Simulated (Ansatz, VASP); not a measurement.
AlNi in VASP and in Ansatz

Contents of INCAR:

```
PREC = Accurate ; ENCUT = 520
EDIFF = 1E-7 ; ISMEAR = 0
SIGMA = 0.15 ; LREAL = False
LASPH = True ; NELM = 100
ALGO = Fast ; ISIF = 2
LWAVE = False ; LCHARG = True
GGA = PS ; LELF = True
LVHAR = True ; NBANDS = 14
```

File KPOINTS:

```
Automatic mesh
0
Gamma
  18 18 16
```

The input POSCAR:

```
AlNi
1.0
    1.9386940000     -1.9531901500      0.0000000000
    1.9386940000      1.9531901500      0.0000000000
    0.0000000000      0.0000000000      3.0994300413
Al Ni
1 1
Direct
    0.0000000000      0.0000000000      0.0000000000
    0.4742094420      0.4742094420      0.5000000000
```

Input for Ansatz:

```yaml
crystal:
  lattice:
    - [1.938694, -1.95319015, 0.0]
    - [1.938694, 1.95319015, 0.0]
    - [0.0, 0.0, 3.0994300413]
  atoms:
    - { symbol: Al, position: [0.0, 0.0, 0.0] }
    - { symbol: Ni, position: [0.474209442, 0.474209442, 0.5] }
basis:
  ecutwfc: 420
kpoints:
  mp_grid: { grid: [18, 18, 16] }
hamiltonian:
  xc: pbesol
scf:
  occupations: { method: gaussian, width: 0.15 }
output:
  forces: true
  stress: true
  eigenvalues: true
```

Change from the starting cell: all Ni atoms moved -0.100 Å, as atom 2 along Cartesian [1 0 0].

Alike in both runs: task single point; functional PBEsol; k mesh 18 × 18 × 16; occupations gaussian, width 0.15 eV; no spin polarisation.

|  | VASP | Ansatz |
| --- | --- | --- |
| version | VASP 6.6.1 | Ansatz 0.2.0 |
| potentials or method | VASP PAW PBE potentials, release 64 (Al, Ni) | scalar-relativistic, plane waves, PAW |
| plane-wave cutoff (eV) | 520 | 420 |
| valence electrons in the cell | 13 | 21 |

|  | VASP | Ansatz | Ansatz less VASP |
| --- | --- | --- | --- |
| gap on the k mesh at the Fermi level (eV) | none | none | - |
| pressure (GPa) | 1.0 | 1.1 | +0.05 |
| largest component of the traceless stress (GPa) | 4.01 | 3.87 | -0.137 |
| rms of the force components (eV/Å) | 0.349 | 0.347 | -0.0021 |

Atom by atom the forces differ by 0.002 eV/Å (rms over components). A gap of «none» marks a metal or a gap that the smearing closes. With one functional, cell and mesh, what is left measures potentials, basis and numerics. The two sets of potentials don't hold the same shells in valence.

Caveats: the PAW data sets were made with another functional, which shifts forces and pressure a little (VASP). Spin polarisation is off, so any magnetic state and its effect on volume and gap are missing.
